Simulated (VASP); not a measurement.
# Al (Fm-3m) in VASP: a series of runs

The runs below take Al through relaxation of cell and atoms, with PBE+D3, PBE+D3(BJ), PBE+D4.

All numbers are computed with VASP 6.6.1; they aren't measurements. Logs are shortened: lines on timing, memory, paths and dates and some standing lists are left out, and cuts for length are marked.

### Step 1. Starting point

The structure is cubic, space group Fm-3m (No. 225). Conventional cell: a = 4.050 Å, b = 4.050 Å, c = 4.050 Å, α = 90.00°, β = 90.00°, γ = 90.00°. Al (site symmetry m-3m) is surrounded by 12 Al at 2.86 Å.

### Step 2. Relaxation of cell and atoms, PBE+D3

Contents of INCAR:

```
SYSTEM = Al
  PREC = Accurate
  ENCUT = 600
  EDIFF = 1E-6
  ISMEAR = -1
  SIGMA = 0.05
  LREAL = .False.
  LASPH = .True.
  NELM = 100
  ALGO = Fast
  ISIF = 3
  LWAVE = .False.
  LCHARG = .False.
  GGA = PE
  IVDW = 11
  IBRION = 2
  NSW = 40
  EDIFFG = -0.01
```

Contents of KPOINTS:

```
regular mesh
0
Gamma
  11 11 11
  0 0 0
```

Contents of POSCAR:

```
Al
1.0
    0.0000000000      2.0248050000      2.0248050000
    2.0248050000      0.0000000000      2.0248050000
    2.0248050000      2.0248050000      0.0000000000
Al
1
Direct
    0.0000000000      0.0000000000      0.0000000000
```

Potentials or basis: VASP PAW PBE potentials, release 64 (Al).

Command:

```bash
$ cat potpaw_PBE.64/Al/POTCAR > POTCAR
$ mpirun -np 1 vasp_std > vasp.out
```

OUTCAR:

```text
SYSTEM = Al
   PREC = Accurate
   ENCUT = 600
   EDIFF = 1E-6
   ISMEAR = -1
   LREAL = .False.
   LASPH = .True.
   NELM = 100
   ISIF = 3
   GGA = PE
   IVDW = 11
   IBRION = 2
   NSW = 40
   EDIFFG = -0.01
 IVDW          = 11

 ion  position               nearest neighbor table
   1  0.000  0.000  0.000-

  LATTYP: Found a face centered cubic cell.
 ALAT       =     4.0496100000

  Lattice vectors:

 A1 = (   0.0000000000,   2.0248050000,   2.0248050000)
 A2 = (   2.0248050000,   0.0000000000,   2.0248050000)
 A3 = (   2.0248050000,   2.0248050000,   0.0000000000)

Analysis of symmetry for initial positions (statically):
=====================================================================
 Subroutine PRICEL returns:
 Original cell was already a primitive cell.

 Routine SETGRP: Setting up the symmetry group for a
 face centered cubic supercell.

 Subroutine GETGRP returns: Found 48 space group operations
 (whereof 48 operations were pure point group operations)
 out of a pool of 48 trial point group operations.

The static configuration has the point symmetry O_h .

Analysis of symmetry for dynamics (positions and initial velocities):
=====================================================================
 Subroutine PRICEL returns:
 Original cell was already a primitive cell.

 Routine SETGRP: Setting up the symmetry group for a
 face centered cubic supercell.

 Subroutine GETGRP returns: Found 48 space group operations
 (whereof 48 operations were pure point group operations)
 out of a pool of 48 trial point group operations.

The dynamic configuration has the point symmetry O_h .

 Subroutine INISYM returns: Found 48 space group operations
 (whereof 48 operations are pure point group operations),
 and found     1 'primitive' translations

----------------------------------------------------------------------------------------

                                     Primitive cell

  volume of cell :      16.6027

  direct lattice vectors                    reciprocal lattice vectors
     0.000000000  2.024805000  2.024805000    -0.246937359  0.246937359  0.246937359
     2.024805000  0.000000000  2.024805000     0.246937359 -0.246937359  0.246937359
     2.024805000  2.024805000  0.000000000     0.246937359  0.246937359 -0.246937359

  length of vectors
     2.863506692  2.863506692  2.863506692     0.427708053  0.427708053  0.427708053

  position of ions in fractional coordinates (direct lattice)
     0.000000000  0.000000000  0.000000000

  ion indices of the primitive-cell ions
   primitive index   ion index
                 1           1

----------------------------------------------------------------------------------------

 KPOINTS: regular mesh

Automatic generation of k-mesh.
 Grid dimensions read from file:
 generate k-points for:   11   11   11

 Generating k-lattice:

  Cartesian coordinates                     Fractional coordinates (reciprocal lattice)
    -0.022448851  0.022448851  0.022448851     0.090909091  0.000000000  0.000000000
     0.022448851 -0.022448851  0.022448851     0.000000000  0.090909091  0.000000000
     0.022448851  0.022448851 -0.022448851     0.000000000  0.000000000  0.090909091

  Length of vectors
     0.038882550  0.038882550  0.038882550

  Shift w.r.t. Gamma in fractional coordinates (k-lattice)
     0.000000000  0.000000000  0.000000000

 Subroutine IBZKPT returns following result:
 ===========================================

 Found     56 irreducible k-points:

 Following reciprocal coordinates:
            Coordinates               Weight
  0.000000  0.000000  0.000000      1.000000
  0.090909  0.000000  0.000000      8.000000
  0.181818  0.000000  0.000000      8.000000
  0.272727  0.000000  0.000000      8.000000
  0.363636  0.000000  0.000000      8.000000
  0.454545  0.000000  0.000000      8.000000
[... 16 lines left out ...]
 -0.272727  0.181818  0.000000     24.000000
 -0.181818  0.181818  0.000000     12.000000
 [... further k-points ...]
   k-points           NKPTS =     56   k-points in BZ     NKDIM =     56   number of bands    NBANDS=      5
   number of dos      NEDOS =    301   number of ions     NIONS =      1
   total plane-waves  NPLWV =  13824
   dimension x,y,z NGX =    24 NGY =   24 NGZ =   24
   dimension x,y,z NGXF=    48 NGYF=   48 NGZF=   48
   ions per type =               1
   NGX,Y,Z   is equivalent  to a cutoff of  13.93, 13.93, 13.93 a.u.
   NGXF,Y,Z  is equivalent  to a cutoff of  27.87, 27.87, 27.87 a.u.
 SYSTEM =  Al
   PREC   = accura    normal or accurate (medium, high low for compatibility)
   ISTART =      0    job   : 0-new  1-cont  2-samecut
   ICHARG =      2    charge: 1-file 2-atom 10-const
   ISPIN  =      1    spin polarized calculation?
   LNONCOLLINEAR =      F non collinear calculations
   LSORBIT =      F    spin-orbit coupling
   LASPH  =      T    aspherical Exc in radial PAW
   ENCUT  =  600.0 eV  44.10 Ry    6.64 a.u.   5.72  5.72  5.72*2*pi/ulx,y,z
   NELM   =    100;   NELMIN=  2; NELMDL= -5     # of ELM steps
   EDIFF  = 0.1E-05   stopping-criterion for ELM
   LREAL  =      F    real-space projection
   EDIFFG = -.1E-01   stopping-criterion for IOM
   NSW    =     40    number of steps for IOM
   IBRION =      2    ionic relax: 0-MD 1-quasi-New 2-CG
   NFREE  =      1    steps in history (QN), initial steepest desc. (CG)
   ISIF   =      3    stress and relaxation
   ISYM   =      2    0-nonsym 1-usesym 2-fastsym
   POTIM  = 0.5000    time-step for ionic-motion
   TEBEG  =    0.0;   TEEND  =   0.0 temperature during run
   PSTRESS=    0.0 pullay stress
   NELECT =       3.0000    total number of electrons
   NUPDOWN=      -1.0000    fix difference up-down
   EMIN   =  10.00;   EMAX   =-10.00  energy-range for DOS
   EFERMI =   0.00;   METHOD = LEGACY
   ISMEAR =    -1;   SIGMA  =   0.05  broadening in eV -4-tet -1-fermi 0-gaus
   EFERMI_NEDOS =   21; number of points for ismear=-14 and -15
   IALGO  =     68    algorithm
   IMIX   =      4    mixing-type and parameters
     AMIX     =   0.40;   BMIX     =  1.00
     AMIX_MAG =   1.60;   BMIX_MAG =  1.00
  volume/ion in A,a.u.               =      16.60       112.04
  Fermi-wavevector in a.u.,A,eV,Ry     =   0.925526  1.748991 11.654733  0.856599
  Thomas-Fermi vector in A             =   2.051390
   LORBIT       =      0    0 simple, 1 ext, 2 COOP (PROOUT), +10 PAW based schemes
   GGA     = PE    functional components
   LHFCALC =     F    Hartree Fock is set to
   AEXX    =    0.0000 exact exchange contribution
   IVDW    =    11    specifies the selected vdW correction
   LEPSILON=     F    determine dielectric tensor
   LRPA    =     F    only Hartree local field effects (RPA)
 conjugate gradient relaxation of ions
 non-spin polarized calculation
 RMM-DIIS sequential band-by-band and
  energy-cutoff  :      600.00
  volume of cell :       16.60
 maximum number of plane-waves:       564
   NGX = 11   NGY = 11   NGZ = 11

--------------------------------------- Ionic step        1  -------------------------------------------

 number of electron       3.0000000 magnetization

 Free energy of the ion-electron system (eV)
  ---------------------------------------------------
  ext. energy  EPLUGINS =         0.00000000
  ---------------------------------------------------
  free energy    TOTEN  =        -3.75574642 eV

  energy without entropy =       -3.75173685  energy(sigma->0) =       -3.75374163

------------------------ aborting loop because EDIFF is reached ----------------------------------------

 Edisp (eV)   -0.16095

 E8    (eV) :    -0.0878

  FORCE on cell =-STRESS in cart. coord.  units (eV):
  Direction    XX          YY          ZZ          XY          YZ          ZX
  --------------------------------------------------------------------------------------
  -------------------------------------------------------------------------------------
  Total      -0.24144    -0.24144    -0.24144     0.00000    -0.00000    -0.00000
  in kB     -23.29909   -23.29909   -23.29909     0.00000    -0.00000    -0.00000
  external pressure =      -23.30 kB  Pullay stress =        0.00 kB
[... 59 lines left out ...]
  energy  without entropy=       -3.9162544382  energy(sigma->0) =       -3.91823109

--------------------------------------- Ionic step        3  -------------------------------------------

 number of electron       3.0000000 magnetization

 Free energy of the ion-electron system (eV)
  ---------------------------------------------------
  ext. energy  EPLUGINS =         0.00000000
  ---------------------------------------------------
  free energy    TOTEN  =        -3.75353552 eV

  energy without entropy =       -3.74957315  energy(sigma->0) =       -3.75155434

 E-fermi :   8.2537     XC(G=0): -10.2819

 val. band max:        8.2332077980   @ k =  -0.4545   0.3636   0.0000
 cond. band min:       8.2801499939   @ k =   0.4545   0.1818   0.0909
 fundamental gap:      0.0469421959
 Fermi energy:         8.2537163285

 k-point     1 :       0.0000    0.0000    0.0000
  band No.  band energies     occupation
      1      -3.0506      2.00000
      2      20.9975      0.00000
      3      20.9975      0.00000
      4      20.9975      0.00000
      5      22.6694      0.00000

 k-point     2 :       0.0909    0.0000    0.0000
  band No.  band energies     occupation
      1      -2.8225      2.00000
      2      18.0750      0.00000
      3      20.3894      0.00000
      4      20.3894      0.00000
      5      23.2759      0.00000
[... 169 lines left out ...]
 k-point    24 :      -0.1818    0.1818    0.0000
  band No.  band energies     occupation
      1      -0.6367      2.00000
      2      12.1066      0.00000
      3      13.6359      0.00000
      4      20.3133      0.00000
      5      22.3545      0.00000

 [... further k-points ...]

------------------------ aborting loop because EDIFF is reached ----------------------------------------

 Edisp (eV)   -0.16680

 E8    (eV) :    -0.0917

  FORCE on cell =-STRESS in cart. coord.  units (eV):
  Direction    XX          YY          ZZ          XY          YZ          ZX
  --------------------------------------------------------------------------------------
  -------------------------------------------------------------------------------------
  Total       0.00032     0.00032     0.00032     0.00000     0.00000    -0.00000
  in kB       0.03219     0.03219     0.03219     0.00000     0.00000    -0.00000
  external pressure =        0.03 kB  Pullay stress =        0.00 kB
[... 16 lines left out ...]
  FREE ENERGIE OF THE ION-ELECTRON SYSTEM (eV)
  ---------------------------------------------------
  free  energy   TOTEN  =        -3.9203332577 eV

  energy  without entropy=       -3.9163708894  energy(sigma->0) =       -3.91835207

 reached required accuracy - stopping structural energy minimisation
```

It took 12 s on 1 thread of AMD EPYC 7R43 (Zen 3), shared host; peak memory 0.11 GiB.

What came out:

```yaml
Free_energy: -3.9203 eV
Relaxed_volume: 16.12 Å³/atom
Relaxed_cell: a = 2.835 Å, b = 2.835 Å, c = 2.835 Å, α = 60.00°, β = 60.00°, γ = 60.00°
Space_group_after_relaxing_to_0.05_Å: Fm-3m (No. 225)
Energy_gained_by_relaxing: 3.6 meV/atom
Ionic_steps: 3
Pressure_after_relaxing: 0.0 GPa
Band_gap_on_the_k_mesh: none (metal or under the smearing width)
Dispersion_energy_per_atom: -0.167 eV
```

The path:
```csv
step,energy change (eV),largest force (eV/Å),pressure (GPa),volume (Å³)
1,0.0000,0.0000,-2.33,16.60
2,-0.0035,0.0000,0.47,16.03
3,-0.0036,0.0000,0.00,16.12
```

Final structure:
```
Al
1.0
     0.00000    2.00486    2.00486
     2.00486    0.00000    2.00486
     2.00486    2.00486    0.00000
Al
1
Direct
  0.00000 0.00000 0.00000
```

Caveat: pairwise dispersion overbinds metals, which lowers pressure and volume.

### Step 3. Relaxation of cell and atoms, PBE+D3(BJ)

Contents of INCAR:

```
SYSTEM = Al
PREC     = Accurate       ! precision mode
ENCUT    = 600            ! plane-wave cutoff, eV
EDIFF    = 1E-6           ! SCF threshold, eV
ISMEAR   = -1             ! smearing method
SIGMA    = 0.05           ! smearing width, eV
LREAL    = .FALSE.        ! projectors in reciprocal space
LASPH    = .TRUE.         ! aspherical terms in the spheres
NELM     = 100            ! most SCF steps
ALGO     = Normal         ! electronic algorithm
ISIF     = 3              ! what is computed and relaxed
LWAVE    = .FALSE.        ! write WAVECAR
LCHARG   = .FALSE.        ! write CHGCAR
GGA      = PE             ! functional
IVDW     = 12             ! dispersion correction
IBRION   = 2              ! ionic algorithm
NSW      = 40             ! ionic steps
EDIFFG   = -0.005         ! ionic threshold
```

Contents of KPOINTS:

```
regular mesh
0
G
  11 11 11
  0 0 0
```

POSCAR is that of step 2.

Potentials or basis: VASP PAW PBE potentials, release 64 (Al).

Command:

```bash
$ cat potpaw_PBE.64/Al/POTCAR > POTCAR
$ mpirun -np 1 vasp_std > vasp.out
```

Wall time 11 s (1 thread of AMD EPYC 7R43 (Zen 3), shared host); peak memory 0.11 GiB.

Results (log left out):

- Free energy: -4.0997 eV
- Relaxed volume: 15.82 Å³/atom
- Relaxed cell: a = 2.818 Å, b = 2.818 Å, c = 2.818 Å, α = 60.00°, β = 60.00°, γ = 60.00°
- Space group after relaxing (to 0.05 Å): Fm-3m (No. 225)
- Energy gained by relaxing: 9.8 meV/atom
- Ionic steps: 3
- Pressure after relaxing: 0.0 GPa
- Band gap on the k mesh: none (metal or under the smearing width)
- Dispersion energy per atom: -0.351 eV

Step by step:
| step | energy change (eV) | largest force (eV/Å) | pressure (GPa) | volume (Å³) |
| --- | --- | --- | --- | --- |
| 1 | 0.0000 | 0.0000 | -3.81 | 16.60 |
| 2 | -0.0094 | 0.0000 | 0.82 | 15.67 |
| 3 | -0.0098 | 0.0000 | 0.01 | 15.82 |

Final structure:
```xyz
1
Lattice="0.0000 1.9923 1.9923 1.9923 0.0000 1.9923 1.9923 1.9923 0.0000" Properties=species:S:1:pos:R:3 pbc="T T T"
Al    0.0000    0.0000    0.0000
```

Levels at points of the mesh, in eV from the Fermi level:
| k point | band 1 | band 2 | band 3 | band 4 | band 5 |
| --- | --- | --- | --- | --- | --- |
| (0.00, 0.00, 0.00) | -11.43 | 12.85 | 12.85 | 12.85 | 14.67 |

Caveat: pairwise dispersion overbinds metals, which lowers pressure and volume.

### Step 4. Relaxation of cell and atoms, PBE+D4

Contents of INCAR:

```
PREC = Accurate
ENCUT = 600
EDIFF = 1E-6
ISMEAR = -1
SIGMA = 0.05
LREAL = False
LASPH = True
NELM = 80
ALGO = Normal
ISIF = 3
LWAVE = False
LCHARG = False
GGA = PE
IVDW = 13
IBRION = 2
NSW = 40
EDIFFG = -0.005
```

Contents of KPOINTS:

```
Automatic mesh
0
Gamma
  11 11 11
```

POSCAR is that of step 3.

Command:

```bash
$ cat potpaw_PBE.64/Al/POTCAR > POTCAR
$ mpirun -np 1 vasp_std > vasp.out
```

Wall time 13 s (1 thread of AMD EPYC 7R43 (Zen 3), shared host); peak memory 0.1 GiB.

The run converged. Its results:

```
Free energy                            : -4.1063 eV
Relaxed volume                         : 15.86 Å³/atom
Relaxed cell                           : a = 2.820 Å, b = 2.820 Å, c = 2.820 Å, α = 60.00°, β = 60.00°, γ = 60.00°
Space group after relaxing (to 0.05 Å) : Fm-3m (No. 225)
Energy gained by relaxing              : 8.8 meV/atom
Ionic steps                            : 3
Pressure after relaxing                : 0.0 GPa
Band gap on the k mesh                 : none (metal or under the smearing width)
Dispersion energy per atom             : -0.357 eV
```

The path:
```csv
step,energy change (eV),largest force (eV/Å),pressure (GPa),volume (Å³)
1,0.0000,0.0000,-3.63,16.60
2,-0.0085,0.0000,0.81,15.71
3,-0.0088,0.0000,0.01,15.86
```

Final structure:
```xyz
1
Lattice="0.0000 1.9940 1.9940 1.9940 0.0000 1.9940 1.9940 1.9940 0.0000" Properties=species:S:1:pos:R:3 pbc="T T T"
Al    0.0000    0.0000    0.0000
```

Levels at points of the mesh, in eV from the Fermi level:
```tsv
k point	band 1	band 2	band 3	band 4	band 5
(0.00, 0.00, 0.00)	-11.42	12.84	12.84	12.84	14.64
```

Caveat: pairwise dispersion overbinds metals, which lowers pressure and volume.

### Step 5. For comparison

An earlier run on the cell as given: functional PBE; potentials or basis VASP PAW PBE potentials, release 64 (Al); cutoff 520 eV; k mesh 11 × 11 × 11; occupations fermi-dirac, width 0.05 eV; no spin polarisation.

* Pressure: -0.5 GPa
* Band gap on the k mesh: none (metal or under the smearing width)

### Step 6. Overview

```tsv
task	level	cell	cutoff (eV)	gap on the mesh (eV)	pressure (GPa)	relaxed volume (Å³/atom)
relaxation of cell and atoms	PBE+D3	relaxed	600	none	0.0	16.12
relaxation of cell and atoms	PBE+D3(BJ)	relaxed	600	none	0.0	15.82
relaxation of cell and atoms	PBE+D4	relaxed	600	none	0.0	15.86
single point	PBE	as given	520	none	-0.5	-
```

Alike in all rows: potentials or basis VASP PAW PBE potentials, release 64 (Al); no spin polarisation; k mesh 11 × 11 × 11; smearing fermi-dirac 0.05 eV.

Caveats: pairwise dispersion overbinds metals, which lowers pressure and volume (some runs).

Total energies depend on the potentials used, so only differences within one code and one set of settings carry meaning.

### Step 7. Against experiment

Step 2. The cell as given is a measured one (16.60 Å³/atom); PBE+D3 puts the equilibrium volume -2.9 % from it, thermal expansion not counted.

Step 3. The cell as given is a measured one (16.60 Å³/atom); PBE+D3(BJ) puts the equilibrium volume -4.7 % from it, thermal expansion not counted.

Step 4. The cell as given is a measured one (16.60 Å³/atom); PBE+D4 puts the equilibrium volume -4.5 % from it, thermal expansion not counted.
